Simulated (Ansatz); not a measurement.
## Si: changes ranked by their effect on the gap on the k mesh

```yaml
crystal:
  lattice:
    - [0.00000, 2.73492, 2.73492]
    - [2.73492, 0.00000, 2.73492]
    - [2.73492, 2.73492, 0.00000]
  atoms:
    - { symbol: Si, position: [0.00000, 0.00000, 0.00000] }
    - { symbol: Si, position: [0.25000, 0.25000, 0.25000] }
```

Atom numbers follow the list: Si1, Si2.

The structure comes from a relaxation in the same program, started in the diamond type, and has space group Fd-3m. Whether it is a known phase or the ground state wasn't checked.

The calculation used DFT, PBE, all-electron LAPW, scalar-relativistic (Ansatz 0.2.0).

The runs use a Γ-centred 13×13×13 k mesh, Fermi–Dirac smearing of 0.05 eV, basis error target 0.25 meV/atom, no spin polarisation.

Semilocal functionals give too small gaps.

In this reference run the gap on the k mesh is 0.64 eV. Each change below is made alone, on the same k mesh, with fractional coordinates held unless an atom is moved; x, y and z are the Cartesian axes.

Q: One change shifts the gap on the k mesh by +0.08 eV. Which?
A. volume scaled by 1.05
B. volume scaled by 1.025
C. xy engineering shear strain of -1 %
D. z strained by +3 % at fixed volume
E. volume scaled by 0.95
F. atom 1 (Si) moved by (0.0849, 0.0849, 0.0000) Å

A: A. The others give: xy engineering shear strain of -1 %, -0.01 eV; volume scaled by 1.025, +0.04 eV; volume scaled by 0.95, -0.09 eV; z strained by +3 % at fixed volume, -0.24 eV; atom 1 (Si) moved by (0.0849, 0.0849, 0.0000) Å, -0.64 eV.
